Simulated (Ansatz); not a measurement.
```cif
data_structure
_symmetry_space_group_name_H-M 'P 1'
_symmetry_Int_Tables_number 1
_cell_length_a 3.6487
_cell_length_b 3.6487
_cell_length_c 3.6487
_cell_angle_alpha 60.000
_cell_angle_beta 60.000
_cell_angle_gamma 60.000
_cell_volume 34.35
loop_
_atom_site_label
_atom_site_type_symbol
_atom_site_fract_x
_atom_site_fract_y
_atom_site_fract_z
_atom_site_occupancy
Mg1 Mg 0.00000 0.00000 0.00000 1
S1 S 0.50000 0.50000 0.50000 1
```

```yaml
orbitals: r²SCAN
datasets: hand-made PAW set at its accurate level, made with PBE
k_mesh: 4×4×4
empty_bands: 221
response_cutoff: 200 eV
wave_cutoff: 760 eV
frequencies: contour deformation
q_→_0_term: analytic weight of Carrier, Rohra and Görling
band_sums: cut at the band count
```

Program: Ansatz. The Kohn-Sham gap (from Γ to k = (0, -0.5, -0.5)) is 3.50 eV and the electronic dielectric constant on this mesh 5.1.

Estimate the linearised G0W0 gap between these edges.

4.64 eV, a change of +1.14 eV. The valence edge moves by -0.89 eV (Z = 0.79) and the conduction edge by +0.25 eV (Z = 0.83).

The cell is a model at fixed atoms and needn't be the relaxed known crystal. Points k are given in fractions of the reciprocal vectors. The mesh is coarse, so these are values at the stated settings, not converged ones. Band sums or response are cut, so the gap isn't at its basis limit. The gap is read on the mesh, and the crystal's band edges can lie off it. With r²SCAN or HSE06 the Kohn-Sham levels are generalised ones. Meshes this coarse can overestimate the dielectric constant by a tenth and more.
